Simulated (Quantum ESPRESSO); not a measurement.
# GaP: zone-centre phonons and dielectric response under several settings

```
Ga P
1.0
     0.00000    2.72525    2.72525
     2.72525    0.00000    2.72525
     2.72525    2.72525    0.00000
Ga P
1 1
Direct
  0.00000 0.00000 0.00000
  0.75000 0.75000 0.75000
```

All runs used Quantum ESPRESSO 7.5; k mesh 6 × 6 × 6, shifted; no spin polarisation; occupations smeared at first, fixed for the response.

```tsv
level	potentials	geometry	cutoff (eV)	volume (Å³/atom)	pressure (GPa)	lowest optical mode without the field (cm⁻¹)	highest mode with the field (cm⁻¹)	ε∞ (mean)	ε0 (mean)	Born charge of atom 1 (e)	sum of the Born charges (e)
rev-vdW-DF2	PseudoDojo 0.4.1 SR PBE standard	given cell, atoms relaxed	1088	20.24	1.1	357	389	10.89	12.9	2.13	-0.01
PBEsol	GBRV 1.5 PBEsol	relaxed cell	612	?	0.0	?	?	?	?	?	?
PBE	JTH 2.0 PBE	relaxed cell	490	20.84	0.0	345	380	10.68	13.0	2.22	0.00
RPBE	PseudoDojo 0.4.1 SR PBE standard	relaxed cell	1088	21.42	0.1	337	374	10.58	13.0	2.27	-0.01
```

Q: What stands in the row left open?

A: Volume 20.01 Å³/atom; lowest optical mode without the field 358 cm⁻¹; highest mode with the field 391 cm⁻¹; ε∞ 10.66; ε0 12.7; Born charge of atom 1 2.12 e; sum of the Born charges 0.00 e.

Caveats: the potentials were made for another functional, which shifts forces and pressure (some runs); before the sum rule the acoustic modes lie tens of cm⁻¹ from zero, a sign that the density grid also shifts the optical modes (some runs); the cutoff is low for these files, which shifts pressure and relaxed volume (some runs).

The runs don't all hold the same shells in valence.
